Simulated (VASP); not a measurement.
# HgSe in VASP 6.6.1, single-point calculation

INCAR

```
LASPH = .TRUE.
PREC = Medium
IBRION = -1
EDIFF = 1E-7
ISMEAR = -1
SIGMA = 0.02
NSW = 0
NELM = 120
LCHARG = .FALSE.
LWAVE = .FALSE.
LREAL = .FALSE.
GGA = PE
ISIF = 2
NBANDS = 16
ENCUT = 520
```

KPOINTS

```
KPOINTS created by Atomic Simulation Environment
0
Gamma
8 8 8
0 0 0
```

POSCAR

```
Hg Se
 1.0000000000000000
     0.0000000000000000    3.1854450500999998    3.1854450500999998
     3.1854450500999998    0.0000000000000000    3.1854450500999998
     3.1854450500999998    3.1854450500999998    0.0000000000000000
 Hg  Se
   1   1
Cartesian
  0.0000000000000000  0.0000000000000000  0.0000000000000000
  1.5927225250499999  1.5927225250499999  1.5927225250499999
```

The recommended PBE PAW datasets give the neutral cell 18 valence electrons.

Command

```
mpirun -np 1 vasp_std
```

OSZICAR

```
N       E                     dE             d eps       ncg     rms          rms(c)
DAV:   1     0.110817283366E+03    0.11082E+03   -0.83499E+03   928   0.985E+02
DAV:   2     0.226494260853E-01   -0.11079E+03   -0.10329E+03  1072   0.236E+02
DAV:   3    -0.435746034075E+01   -0.43801E+01   -0.43676E+01  1128   0.478E+01
DAV:   4    -0.437700237238E+01   -0.19542E-01   -0.19541E-01  1152   0.330E+00
DAV:   5    -0.437711506202E+01   -0.11269E-03   -0.11269E-03  1168   0.222E-01    0.574E+00
DAV:   6    -0.407907658467E+01    0.29804E+00   -0.50825E-01  1368   0.937E+00    0.479E+00
DAV:   7    -0.407176653626E+01    0.73100E-02   -0.98625E-02  1008   0.217E+00    0.233E+00
DAV:   8    -0.407107997839E+01    0.68656E-03   -0.10260E-02  1064   0.116E+00    0.161E-01
DAV:   9    -0.407100063553E+01    0.79343E-04   -0.12536E-03  1136   0.459E-01    0.461E-02
DAV:  10    -0.407101589767E+01   -0.15262E-04   -0.14500E-04  1120   0.138E-01    0.339E-02
DAV:  11    -0.407103349790E+01   -0.17600E-04   -0.52204E-05  1112   0.658E-02    0.222E-02
DAV:  12    -0.407103213012E+01    0.13678E-05   -0.65430E-06  1072   0.303E-02    0.692E-03
DAV:  13    -0.407103217082E+01   -0.40701E-07   -0.49934E-07  1120   0.419E-03
   1 F= -.40710322E+01 E0= -.40709517E+01  d E =-.161033E-03
```

Standard output (part)

```
POSCAR found type information on POSCAR HgSe
 POSCAR found :  2 types and       2 ions
 LDA part: xc-table for (Slater+PW92), standard interpolation
 POSCAR, INCAR and KPOINTS ok, starting setup
 WAVECAR not read
 entering main loop
```

From OUTCAR

```
k-points           NKPTS =     29   k-points in BZ     NKDIM =     29   number of bands    NBANDS=     16

   NELECT =      18.0000    total number of electrons

   dimension x,y,z NGX =    28 NGY =   28 NGZ =   28
   dimension x,y,z NGXF=    32 NGYF=   32 NGZF=   32

  energy-cutoff  :      520.00
  volume of cell :       64.65
      direct lattice vectors                 reciprocal lattice vectors
     0.000000000  3.185445050  3.185445050    -0.156963938  0.156963938  0.156963938
     3.185445050  0.000000000  3.185445050     0.156963938 -0.156963938  0.156963938
     3.185445050  3.185445050  0.000000000     0.156963938  0.156963938 -0.156963938

 k-points in reciprocal lattice and weights: KPOINTS created by Atomic Simulation Env
   0.00000000  0.00000000  0.00000000       0.002
   0.12500000  0.00000000  0.00000000       0.016
   0.25000000  0.00000000  0.00000000       0.016
   0.37500000  0.00000000  0.00000000       0.016
   0.50000000  0.00000000  0.00000000       0.008
   0.12500000  0.12500000  0.00000000       0.012
   0.25000000  0.12500000  0.00000000       0.047
   0.37500000  0.12500000  0.00000000       0.047
   ...

 E-fermi :   0.5267

 k-point     1 :       0.0000    0.0000    0.0000
  band No.  band energies     occupation
      1     -12.0695      2.00000
      2      -5.9214      2.00000
      3      -5.9214      2.00000
      4      -5.9214      2.00000
      5      -5.3941      2.00000
      6      -5.3941      2.00000
      7      -0.5936      2.00000
      8       0.5122      1.34781
      9       0.5122      1.34766
     10       0.5122      1.34766
     11       6.1440      0.00000
     12       6.1440      0.00000
     13       6.1440      0.00000
     14       8.7416      0.00000
     15      11.5624      0.00000
     16      11.5624      0.00000

 k-point     2 :       0.1250    0.0000    0.0000
  band No.  band energies     occupation
      1     -12.0220      2.00000
      2      -5.8990      2.00000
      3      -5.8990      2.00000
      4      -5.8887      2.00000
      5      -5.3952      2.00000
      6      -5.3952      2.00000
      7      -1.3099      2.00000
      8       0.3939      1.99739
      9       0.3939      1.99739
     10       1.0278      0.00000
     11       5.7841      0.00000
     12       6.3213      0.00000
     13       6.3213      0.00000
     14       9.6734      0.00000
     15      10.8428      0.00000
     16      10.8428      0.00000

 k-point     3 :       0.2500    0.0000    0.0000
  band No.  band energies     occupation
      1     -11.9048      2.00000
      2      -5.8494      2.00000
      3      -5.8494      2.00000
      4      -5.7543      2.00000
      5      -5.3911      2.00000
      6      -5.3911      2.00000
      7      -2.4485      2.00000
      8       0.1267      2.00000
      9       0.1267      2.00000
     10       1.4925      0.00000
     11       5.8429      0.00000
     12       6.6457      0.00000
     13       6.6457      0.00000
     14      10.0219      0.00000
     15      10.5649      0.00000
     16      10.5649      0.00000

 ...

  Total       -0.7317108     -0.7317108     -0.7317108      0.0000000      0.0000000      0.0000000
  in kB      -18.1346709    -18.1346709    -18.1346709      0.0000000      0.0000000      0.0000000
  external PRESSURE =     -18.1346709 kB  Pullay stress =       0.0000000 kB

 POSITION                                       TOTAL-FORCE (eV/Angst)
 -----------------------------------------------------------------------------------
      0.00000      0.00000      0.00000         0.000000      0.000000      0.000000
      1.59272      1.59272      1.59272        -0.000000     -0.000000     -0.000000
 -----------------------------------------------------------------------------------
    total drift:                                0.000006      0.000006      0.000008

  FREE ENERGIE OF THE ION-ELECTRON SYSTEM (eV)
  ---------------------------------------------------
  free  energy   TOTEN  =        -4.0710321708 eV

  energy  without entropy=       -4.0708711380  energy(sigma->0) =       -4.07095165
```

It converged. Results: gap between bands v and c on the k mesh 0.00 eV; least direct gap on the k mesh 0.00 eV; pressure -1.8 GPa. Band v is the last that the valence electrons fill when counted band by band, and c is the next.

For comparison, a separate PBE run of the intended cell, on usual settings and not on those above, gives a gap of 0.00 eV on its mesh and a pressure of -1.8 GPa.

The run above took about 15 s on one core of a shared host (Intel Xeon Platinum 8488C) and held 0.14 GiB at most.
